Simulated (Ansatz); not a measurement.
Mass, the two dielectric constants and the optical phonon energy fix how deep a simple donor lies and how strongly polar phonons hold a carrier back.

The reference row is GaN. Crystals with one conduction valley at Γ, taken as parabolic; one longitudinal optical mode (the highest); isotropic averages.

Where the numbers come from (Ansatz, a plane-wave PAW program): electron mass: r²SCAN, band-edge curvature, harmonic mean of principal masses; ε∞, ε₀: r²SCAN, linear response, mean over directions (which differ by under 30 %); LO phonon energy: r²SCAN, linear response at the zone centre; gap: HSE06, on its own or a semilocal cell; conduction minimum: r²SCAN, band path. The HSE06 gaps are on the r²SCAN cell throughout.

Runs started from generated or typed cells of the structure named: GaN. No claim is made that these are known or stable phases: SiO2 (R32, hR9); ZnO (P4₂/mnm, tP8); CdZn3Se4 (P-43m, cP8). Over 15 meV/atom above the lowest phase of their formula at hand: SiO2 (R32, hR9) (39 meV/atom, r²SCAN), ZnO (P4₂/mnm, tP8) (33 meV/atom, r²SCAN). Spin–orbit coupling is left out unless named; in separate runs it moves the gap by CdZn3Se4 (P-43m, cP8) −0.12 eV (r²SCAN); it moves the gap of GaN by under 0.05 eV.

| crystal | electron mass (mₑ) | ε∞ | ε₀ (static) | ħω_LO (meV) | E_g (eV) | conduction minimum |
|---|---|---|---|---|---|---|
| SiO2 (R32, hR9) | 0.57 | 2.05 | 3.45 | 155 | 7.46 | Γ |
| ZnO (P4₂/mnm, tP8) | 0.20 | 4.21 | 8.72 | 75 | 2.53 | Γ |
| CdZn3Se4 (P-43m, cP8) | 0.12 | 6.48 | 9.76 | 29 | 2.10 | Γ |
| β-Si3N4 | 0.49 | 4.00 | 7.70 | 142 | 5.77 | Γ |
| GaN (wurtzite), reference | 0.18 | 5.43 | 9.91 | 92 | 3.20 | Γ |

Definitions used: polar strength s = 1/ε∞ − 1/ε₀; α = s √(13606 meV × m/ħω_LO); donor depth = 13606 meV × m/ε₀²; radius = 0.0529 nm × ε₀/m.

Task: Compute polar strength, Fröhlich α, donor depth and donor radius for SiO2 (R32, hR9), showing the steps.

Result: 
1. s = 1/2.05 − 1/3.45 = 0.1979
2. α = 0.1979 × √(13606 × 0.57/155) = 1.4
3. donor depth: 13606 × 0.57/3.45² = 650 meV
4. donor radius: 0.0529 × 3.45/0.57 = 0.32 nm

Task: Rank all rows by Fröhlich α, weakest coupling first.

Result: The same steps for every row:

| crystal | 1/ε∞ − 1/ε₀ | Fröhlich α | donor depth (meV) | donor radius (nm) |
|---|---|---|---|---|
| SiO2 (R32, hR9) | 0.1979 | 1.4 | 650 | 0.32 |
| ZnO (P4₂/mnm, tP8) | 0.1229 | 0.74 | 36 | 2.3 |
| CdZn3Se4 (P-43m, cP8) | 0.05186 | 0.39 | 17 | 4.3 |
| β-Si3N4 | 0.1201 | 0.82 | 110 | 0.83 |
| GaN (wurtzite), reference | 0.08325 | 0.43 | 25 | 2.9 |

By Fröhlich α (weakest coupling first): CdZn3Se4 (P-43m, cP8) (0.39 ± 0.052) ≈ GaN (0.43 ± 0.044), ZnO (P4₂/mnm, tP8) (0.74 ± 0.069) ≈ β-Si3N4 (0.82 ± 0.081), SiO2 (R32, hR9) (1.4 ± 0.16). The ± follows from allowances picked for this note (electron mass 12 %, ε∞ 3 %, ε₀ 4 %, LO phonon energy 3 %), carried to first order and added in quadrature; ≈ joins neighbours closer than their two ± added in quadrature. On this figure 0 of 4 candidates do clearly better than the reference.

With several polar modes the single highest one understates α. Where the radius is under about 1.5 nm the hydrogenic model fails. HSE06 gaps come from coarse meshes and special points. Where several phases of a formula are at hand, those over 0.1 eV/atom above the lowest were not drawn (by r²SCAN where it compared them, else by the largest value; a layered or molecular lowest phase counts only with a dispersion term); other phases could lie lower still. Crystals of Pb, Bi, Tl or Hg, those whose gap spin–orbit coupling moves by over 0.3 eV, and those of Te, I or Sb with no such test at hand were not drawn. The rows are a sample and no shortlist: familiar crystals first, some related and some not, whatever their agreement with measurement; tables with many equal figures were not kept. Limits of the draw: one valley at Γ, gap over 0.5 eV, mass under 2 mₑ, ε₀ under 80 and over 1.02 ε∞; for ε, a gap over 0.5 eV at its level, values under 300, no layered crystals; for masses, a gap over 0.6 eV at their level; no unfamiliar magnets, and cubic perovskites only if shown or known to be stable. As a rule kept out of such tables: 4f compounds, open-shell compounds run without a Hubbard term, cells found unstable in the tests at hand, cells close to a higher symmetry, and runs set to a pressure or over 12 % in volume from the crystal's fullest run.
